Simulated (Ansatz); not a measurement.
**SnO2: excitons and shallow donors from band masses and screening**

Theory: DFT r2SCAN, scalar-relativistic, plane waves, PAW (Ansatz).

Cutoff 500 eV; k points 6×6×8 on the computed 6-atom cell (Γ-centred); Gaussian smearing, width 0.02 eV; no spin polarisation.

Relaxed cell: P4_2/mnm, a = 4.760 Å, b = 4.760 Å, c = 3.201 Å, α = 90.00°, β = 90.00°, γ = 90.00°, 6 atoms in the primitive cell.

The calculation gives a Kohn–Sham gap of 1.77 eV, an electron mass of 0.215 mₑ and a hole mass of 1.42 mₑ (harmonic means over x, y, z and over the bands degenerate at each edge), and ε∞ = 4.07 (independent particles, mean of the diagonal). Masses and screening differ among the axes, which the isotropic model averages.

**Question.** Estimate the binding energy and radius of a Wannier–Mott exciton and of a shallow donor, and say whether the hydrogenic model can hold.

**Answer.** The reduced mass is μ = mₙmₕ/(mₙ + mₕ) = 0.187 mₑ, with mₙ and mₕ the band masses. With E_b = 13.606 eV × μ/ε² and a = 0.529 Å × ε/μ (μ in mₑ) the exciton has E_b = 153 meV and a = 11.5 Å. For a donor μ is the electron mass: 177 meV and 10.0 Å. The exciton's radius is 4 times the shortest lattice vector (3.20 Å), so the continuum picture is reasonable. In a polar crystal the ions screen too, so a state bound more weakly than an optical phonon feels the larger static constant, which lowers the energy and widens the orbit. The other way, the small Kohn–Sham gap and the missing local fields make ε∞ too large and the masses tend to be too light, which underbinds.